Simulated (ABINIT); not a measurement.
A run of ABINIT 10.8.3 (patched build) is set up as follows.

run.abi

```
# Pseudopotentials
pp_dirpath "./"
pseudos "Ta.GGA_PBE-JTH.xml"

# Structure
acell 2.8601008575 2.8601008575 2.8601008575 Angstrom
rprim
    -0.5773502692     0.5773502692     0.5773502692
     0.5773502692    -0.5773502692     0.5773502692
     0.5773502692     0.5773502692    -0.5773502692
ntypat 1
znucl 73
natom 1
typat 1
xred
     0.0000000000     0.0000000000     0.0000000000

# Plane-wave basis
ecut 18.0
pawecutdg 36.0

# k points
kptopt 1
ngkpt 4 4 4
nshiftk 1
shiftk 0.0 0.0 0.0

# Exchange and correlation
ixc -497498
usekden 1
pawxcdev 0

# Bands and occupations
nband 11
occopt 3
tsmear 0.05 eV

# SCF cycle
nstep 100
tolvrs 1.0e-7

# Output
iomode 3
prtwf 0
prteig 0
prtebands 0
enunit 2
prtden 1
prtvha 1
prtvclmb 1
prtpot 1
```

Potentials or basis: JTH PAW PBE v2.0.

Launch:

```console
$ abinit run.abi > log 2>&1
```

**Question.** What does it give for the band gap on the k mesh?

**Answer.** None (metal or under the smearing width).

Caveat: the k mesh is coarse (spacing up to 0.67 Å⁻¹), so the values aren't converged. Spin-orbit coupling is left out, which matters for the levels of Ta.
